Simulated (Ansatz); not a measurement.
# CoSi2 (Fm-3m), comparing deformations

Theory: Ansatz 0.2.0, DFT PBE, scalar-relativistic, plane waves, PAW. The runs took a 420 eV cutoff, a Γ-centred 16×16×16 mesh and Gaussian smearing (0.15 eV). No spin polarisation. A magnetic state may lie lower. Energies are free energies at this smearing, counted from the undisturbed cell; pressure is positive in compression.

The undisturbed cell (relaxed at this level):

```
Co Si
1.0
     0.00000    2.67994    2.67994
     2.67994    0.00000    2.67994
     2.67994    2.67994    0.00000
Co Si
1 2
Direct
  0.00000 0.00000 0.00000
  0.25000 0.25000 0.25000
  0.75000 0.75000 0.75000
```

The cell is strained by ε times a Voigt pattern (xx, yy, zz, yz, xz, xy; engineering shear) with fractional coordinates fixed. τ = (1/V0) dE/dε comes from the stress tensor. Of each scan, only the three points used here are listed.

```
           pattern        ε  τ (GPa)
(1, 1, 0, 0, 0, 0)  -0.0250   -21.53
(1, 1, 0, 0, 0, 0)   0.0000    -0.01
(1, 1, 0, 0, 0, 0)   0.0250    17.45
(0, 0, 1, 0, 0, 0)  -0.0250    -6.58
(0, 0, 1, 0, 0, 0)   0.0000     0.00
(0, 0, 1, 0, 0, 0)   0.0250     5.41
(0, 0, 0, 1, 0, 0)  -0.0075    -1.13
(0, 0, 0, 1, 0, 0)   0.0000     0.00
(0, 0, 0, 1, 0, 0)   0.0075     1.13
(0, 1, 0, 0, 0, 0)  -0.0150    -3.79
(0, 1, 0, 0, 0, 0)   0.0000     0.00
(0, 1, 0, 0, 0, 0)   0.0150     3.37
```

Task: Which constants do the scans give, and which deformation costs least for the same size of strain tensor?

Result: The slope dτ/dε at zero (parabola through three points) is pᵀCp: (1, 1, 0, 0, 0, 0) gives 2(C11 + C12) = 780 GPa; (0, 0, 1, 0, 0, 0) gives C11 = 240 GPa; (0, 0, 0, 1, 0, 0) gives C44 = 150 GPa; (0, 1, 0, 0, 0, 0) gives C11 = 239 GPa. The size of the strain tensor, ε:ε, is ε² times 2.0, 1.0, 0.5, 1.0. Per unit of it the stiffnesses are 390, 240, 300, 239 GPa, so (0, 1, 0, 0, 0, 0) is the softest of these, level with (0, 0, 1, 0, 0, 0) (alike by symmetry): at ε:ε = (1 %)² the quadratic term costs 0.96 meV/atom against 1.56 for the stiffest. These are clamped-ion values.

Task: What else follows for this cubic crystal?

Result: From the unrounded slopes C11 = 238.6 and C12 = 151.3 GPa, so B = (C11 + 2 C12)/3 = 180 GPa and the Poisson ratio for a pull along a cube edge is C12/(C11 + C12) = 0.39.

Task: How anisotropic is this cubic crystal?

Result: Zener's ratio 2 C44/(C11 − C12) = 3.44 with clamped ions; it is 1 for an isotropic solid.

Forces appear on the atoms along this scan, and letting them relax would lower the energy and soften the response. In a metal these slopes depend on the k mesh and the smearing.